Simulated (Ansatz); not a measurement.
Ti9O20: frames of a relaxation, V_Ti, charge +0, atoms relaxed at the host's cell

All numbers are calculated (PBE, collinear spin, no spin-orbit coupling; Ansatz, PAW set soft_2, 420 eV, k-mesh 2×2×2 shifted by half a step), not measured.

Positions in Å and forces in eV/Å; free energies count from the last frame.

```
29
Lattice="5.699 1.900 -4.849 -1.900 5.699 4.849 1.900 -5.699 4.849" Properties=species:S:1:pos:R:3:forces:R:3 pbc="T T T" step=1 dE=1.196eV
Ti    1.900   -1.900    4.849    0.039   -0.818    0.055
Ti    3.799    0.000    0.000   -0.863    0.048   -0.037
Ti    1.900    1.900    4.849    0.896   -0.011   -0.120
Ti    3.799    3.799    0.000   -0.070    0.849    0.001
Ti    0.000    1.900    2.424   -0.031   -0.309   -1.338
Ti    1.900    0.000    7.273   -0.296    0.049    1.231
Ti    3.799    1.900    2.424    0.292   -0.039    1.323
Ti    3.799   -1.900    2.424    0.025   -0.012    0.021
Ti    5.699    0.000   -2.424    0.060    0.381   -1.227
O     0.000    1.900    4.427   -0.022   -0.038    0.160
O     1.892    0.015   -0.417    0.795   -0.083   -0.251
O     3.814    1.930    4.418   -0.844   -0.100   -0.223
O     3.799   -1.900    4.427    0.074    0.061    0.121
O     5.699    0.000   -0.422    0.045    0.062   -0.021
O     3.799   -3.799    2.002   -0.003    0.162    0.039
O     3.799    0.000    2.002    0.079   -0.063    0.109
O    -0.049    0.005    1.984   -0.028   -0.175    1.116
O     3.799    3.799    2.002   -0.027    0.054    0.096
O     0.000    3.799    2.002   -0.044    0.245    0.269
O     1.942   -3.768    5.276   -0.027    0.519    0.282
O     1.900    0.000    5.271   -0.025    0.234   -0.092
O     3.799    1.900    0.422    0.078   -0.199   -0.107
O     3.799   -1.900    0.422   -0.027    0.006   -0.161
O     3.805    5.699    0.375    0.023   -0.696    0.484
O     5.711    1.957    2.860   -0.126   -0.077   -1.135
O     1.900   -1.900    2.846    0.009    0.060   -0.184
O     1.900    5.699    2.846    0.194   -0.019   -0.170
O     1.900    1.900    2.846   -0.068   -0.025   -0.124
O     5.699   -1.900    2.846   -0.111   -0.061   -0.118
```

```
29
Lattice="5.699 1.900 -4.849 -1.900 5.699 4.849 1.900 -5.699 4.849" Properties=species:S:1:pos:R:3:forces:R:3 pbc="T T T" step=7 dE=0.031eV
Ti    1.873   -1.917    4.858    0.110    0.073   -0.016
Ti    3.780    0.027   -0.010   -0.015   -0.030    0.007
Ti    1.934    1.873    4.833    0.054    0.041    0.039
Ti    3.806    3.818    0.010   -0.119   -0.043   -0.005
Ti   -0.024    1.908    2.284   -0.051   -0.017    0.054
Ti    1.886    0.032    7.401    0.020    0.016    0.007
Ti    3.808    1.880    2.549    0.001   -0.038   -0.009
Ti    3.796   -1.898    2.424    0.032    0.021    0.048
Ti    5.730    0.015   -2.554   -0.029   -0.008    0.048
O    -0.021    1.951    4.515    0.017   -0.005   -0.004
O     1.990    0.008   -0.469   -0.054   -0.006   -0.019
O     3.727    1.889    4.382    0.004    0.000   -0.009
O     3.797   -1.884    4.423   -0.002    0.002   -0.002
O     5.716   -0.051   -0.359   -0.001    0.026    0.015
O     3.793   -3.790    2.032   -0.021   -0.047    0.007
O     3.822    0.001    2.024    0.004    0.011    0.004
O    -0.014    0.008    2.458   -0.003    0.007   -0.043
O     3.799    3.728    2.071    0.007    0.033   -0.012
O    -0.021    3.884    2.067   -0.003   -0.047   -0.005
O     1.895   -3.713    5.314    0.003   -0.064   -0.025
O     1.917    0.022    5.193   -0.029   -0.019    0.008
O     3.778    1.886    0.346    0.023    0.025    0.004
O     3.797   -1.899    0.418   -0.003    0.003   -0.041
O     3.841    5.623    0.458    0.016    0.036   -0.041
O     5.697    1.913    2.413    0.007    0.017    0.009
O     1.903   -1.878    2.811   -0.017   -0.004    0.010
O     1.981    5.746    2.763   -0.006    0.002    0.001
O     1.819    1.862    2.785    0.013    0.017   -0.008
O     5.697   -1.912    2.818    0.043   -0.002   -0.024
```

```
29
Lattice="5.699 1.900 -4.849 -1.900 5.699 4.849 1.900 -5.699 4.849" Properties=species:S:1:pos:R:3:forces:R:3 pbc="T T T" step=26 dE=0.000eV
Ti    1.911   -1.895    4.860    0.012    0.001    0.006
Ti    3.726    0.031    0.009    0.010    0.002    0.005
Ti    1.980    1.876    4.863   -0.003   -0.002   -0.002
Ti    3.778    3.798    0.012    0.001    0.017    0.007
Ti   -0.043    1.885    2.284   -0.006   -0.011    0.002
Ti    1.814    0.031    7.388   -0.014    0.001   -0.014
Ti    3.877    1.876    2.541    0.009    0.006   -0.005
Ti    3.800   -1.895    2.415    0.004    0.002    0.002
Ti    5.745    0.032   -2.554    0.003   -0.013   -0.009
O    -0.010    1.949    4.523   -0.005   -0.003    0.000
O     1.976    0.052   -0.480   -0.015    0.005    0.005
O     3.730    1.842    4.373   -0.004    0.000    0.008
O     3.799   -1.883    4.426   -0.001   -0.003    0.004
O     5.708   -0.032   -0.343    0.006   -0.002    0.006
O     3.882   -3.783    2.014   -0.001   -0.014    0.002
O     3.727   -0.007    2.010   -0.003    0.005    0.003
O    -0.006    0.004    2.419    0.004    0.014    0.000
O     3.669    3.735    2.071    0.002   -0.011   -0.005
O     0.105    3.872    2.067   -0.001    0.013    0.000
O     1.773   -3.707    5.305   -0.005    0.005   -0.002
O     1.829    0.014    5.190    0.003    0.009   -0.002
O     3.863    1.894    0.342    0.001    0.002   -0.003
O     3.804   -1.895    0.400    0.001   -0.008   -0.006
O     3.969    5.608    0.457   -0.004   -0.014   -0.004
O     5.695    1.923    2.482    0.011   -0.009   -0.001
O     1.911   -1.956    2.835    0.004    0.001    0.001
O     1.985    5.738    2.748   -0.018    0.004    0.002
O     1.812    1.867    2.763    0.004    0.000   -0.002
O     5.691   -1.843    2.837    0.002    0.004   -0.001
```

Caveats: a carrier lies in a band of the host or at its edge, so the energy may hold band filling.
